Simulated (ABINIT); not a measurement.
A run of ABINIT 10.8.3 (patched build):

File run.abi:

```
pp_dirpath "./"
pseudos "Cd.hgh, Se.hgh"

acell 8.1258223359 8.1258223359 13.2658773949
rprim
     1.0000000000     0.0000000000     0.0000000000
    -0.5000000000     0.8660254038     0.0000000000
     0.0000000000     0.0000000000     1.0000000000
ntypat 2
znucl 48 34
natom 4
typat 1 1 2 2
xred
     0.6666666667     0.3333333333     0.5000000000
     0.3333333333     0.6666666667     0.0000000000
     0.6666666667     0.3333333333     0.8850000000
     0.3333333333     0.6666666667     0.3850000000

ecut 14.0

kptopt 1
ngkpt 5 5 3
nshiftk 1
shiftk 0.0 0.0 0.0

ixc 7

nband 12
occopt 3
tsmear 0.00183747

nstep 100
tolvrs 1.0e-10

iomode 3
prtwf 0
prtden 0
prteig 0
prtebands 0
```

Potentials or basis: HGH LDA.

Run with:

```sh
$ abinit run.abi > log 2>&1
```

Hardware: 1 thread of AMD EPYC 9R45 96-Core Processor (Zen 5), with other jobs on the host.

Task: Estimate the wall time of this run.

Result: Run time: 3.6 s on 1 thread of AMD EPYC 9R45 96-Core Processor (Zen 5) (shared host), peak memory 0.06 GiB. Counts: scf iterations 10, mpi ranks 1, k points 10, bands 12, plane waves 1907.
